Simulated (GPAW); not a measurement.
# Calculated records

```cif
data_tio2
_symmetry_space_group_name_H-M 'P 1'
_symmetry_Int_Tables_number 1
_cell_length_a 2.9842
_cell_length_b 2.9842
_cell_length_c 13.6000
_cell_angle_alpha 90.000
_cell_angle_beta 90.000
_cell_angle_gamma 120.000
_cell_volume 104.89
loop_
_atom_site_label
_atom_site_type_symbol
_atom_site_fract_x
_atom_site_fract_y
_atom_site_fract_z
_atom_site_occupancy
Ti1 Ti 0.00000 0.00000 0.50000 1
O2 O 0.33333 0.66667 0.57141 1
O3 O 0.66667 0.33333 0.42859 1
_calc_subject 'A GW chain in GPAW: TiO2 (1T monolayer)'
_calc_method 'DFT, PBE, plane waves, PAW (and 1 further level or step)'
_calc_program 'GPAW 26.7.0'
_calc_settings_of_one_run 'cutoff 700 eV, GPAW PAW setups 1.2.1 data release, 9×9×1 k-mesh'
_calc_cost '5 runs, 6 min in all on 8 MPI ranks of Arm Neoverse V1, shared host (the runs of this entry)'
_calc_notes 'Values taken over the cell’s volume include its vacuum. The start is a generated structure, not a measured one. Bands and cutoff are finite, so the gap is not at the basis limit. The miss can reach some tenths of an eV and take either sign; the mesh is an error of its own.'
_calc_pbe_gap '2.75 eV, indirect'
_calc_g0w0_gap_on_the_mesh '5.59 eV'
_calc_gw_settings '12×12×1 mesh, 79 bands, screening to 48 eV, full frequency, Hilbert transform'
_calc_known_limits 'not at the basis limit'
```

[Paths, hosts, dates, memory and timing lines, banners, echoed tables and standing remarks are left out of the program output.]

[Logs are printed without paths, hosts, clocks, repeated set-up lines and the standing remarks that a program may print on its own settings, such as how far it seeks lower states.]

[Runs of the session that timed out or met a known fault of the program may be left out.]

[Hosts, paths, dates, database ids (printed as entryN), source tags and the programs' standing remarks are cut or masked in the printed files.]
